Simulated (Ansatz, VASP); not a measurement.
# Ag: VASP beside Ansatz

The input INCAR:

```
SYSTEM = Ag
PREC     = Accurate       ! precision mode
ENCUT    = 520            ! plane-wave cutoff, eV
EDIFF    = 1E-6           ! SCF threshold, eV
ISMEAR   = 0              ! smearing method
SIGMA    = 0.027000000000000003 ! smearing width, eV
LREAL    = .False.        ! projectors in reciprocal space
LASPH    = .True.         ! aspherical terms in the spheres
NELM     = 100            ! most SCF steps
ALGO     = Fast           ! electronic algorithm
ISIF     = 2              ! what is computed and relaxed
LWAVE    = .False.        ! write WAVECAR
LCHARG   = .False.        ! write CHGCAR
GGA      = PE             ! functional
NBANDS   = 12             ! bands
```

KPOINTS

```
regular mesh
0
Gamma
  11 11 11
  0 0 0
```

The input POSCAR:

```
Ag
1.0
    0.0000000000      2.0427500000      2.0427500000
    2.0427500000      0.0000000000      2.0427500000
    2.0427500000      2.0427500000      0.0000000000
Ag
1
Direct
    0.0000000000      0.0000000000      0.0000000000
```

Contents of input.yaml:

```yaml
crystal:
  lattice:
    - [0.0, 2.04275, 2.04275]
    - [2.04275, 0.0, 2.04275]
    - [2.04275, 2.04275, 0.0]
  atoms:
    - { symbol: Ag, position: [0.0, 0.0, 0.0] }
hamiltonian:
  xc: pbe
  pseudopotentials: { kind: paw }
kpoints:
  mp_grid: { grid: [11, 11, 11] }
scf:
  occupations: { method: gaussian, width: 0.027 }
output:
  forces: true
  stress: true
  eigenvalues: true
```

Alike in both runs: task single point; functional PBE; k mesh 11 × 11 × 11; occupations gaussian, width 0.027 eV; no spin polarisation.

|  | VASP | Ansatz |
| --- | --- | --- |
| version | VASP 6.6.1 | Ansatz 0.2.0 |
| potentials or method | VASP PAW PBE potentials, release 64 (Ag) | Ansatz PAW |
| plane-wave cutoff (eV) | 520 | 420 |
| valence electrons in the cell | 11 | 19 |

VASP gave:

* gap on the k mesh at the Fermi level (eV): none
* pressure (GPa): 4.2

Question: What did Ansatz give for the same quantities?

Answer: gap on the k mesh at the Fermi level (eV): none; pressure (GPa): 4.3.

A gap of «none» marks a metal or a gap that the smearing closes. With one functional, cell and mesh, what is left measures potentials, basis and numerics. The two sets of potentials don't hold the same shells in valence.
